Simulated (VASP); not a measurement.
Write the native input for VASP 6.6.1 that does the following.

| Property | Result |
| --- | --- |
| Task | single point |
| Functional | r2SCAN |
| Potentials or basis | VASP PAW PBE potentials, release 64 (Pd) |
| Cutoff | 520 eV |
| k mesh | 18 × 18 × 10 |
| Occupations | gaussian, width 0.1 eV |
| Spin | no spin polarisation |
| Further INCAR settings | ALGO = Normal; EDIFF = 1e-06 |

The structure of Pd lies in POSCAR:

```
Pd
1.0
    2.7179600000      0.0000000000      0.0000000000
   -1.3589800000      2.3538200000      0.0000000000
    0.0000000000      0.0000000000      4.5622200000
Pd
2
Direct
    0.3333300000      0.6666700000      0.2500000000
    0.6666700000      0.3333300000      0.7500000000
```

This isn't the form of Pd at room conditions, which is fcc.

One way to write it, as run:

INCAR

```
SYSTEM = Pd
PREC = Accurate
ENCUT = 520
EDIFF = 1E-6
ISMEAR = 0
SIGMA = 0.1
LREAL = .FALSE.
LASPH = .TRUE.
NELM = 80
ALGO = Normal
ISIF = 2
LWAVE = .FALSE.
LCHARG = .FALSE.
METAGGA = R2SCAN
LMIXTAU = .TRUE.
```

KPOINTS

```
regular mesh
0
G
  18 18 10
  0 0 0
```

Potentials or basis: VASP PAW PBE potentials, release 64 (Pd).

Command:

```bash
$ cat potpaw_PBE.64/Pd/POTCAR > POTCAR
$ mpirun -np 1 vasp_std > vasp.out
```

Results of the run:

```yaml
Pressure: 6.2 GPa
Band_gap_on_the_k_mesh: none (metal or under the smearing width)
```

Caveat: the PAW data sets were made with another functional, which shifts forces and pressure a little.

It took 14 min on 1 thread of Intel(R) Xeon(R) Platinum 8259CL CPU @ 2.50GHz (Skylake/Cascade Lake), on a shared host, peak memory 0.32 GiB.
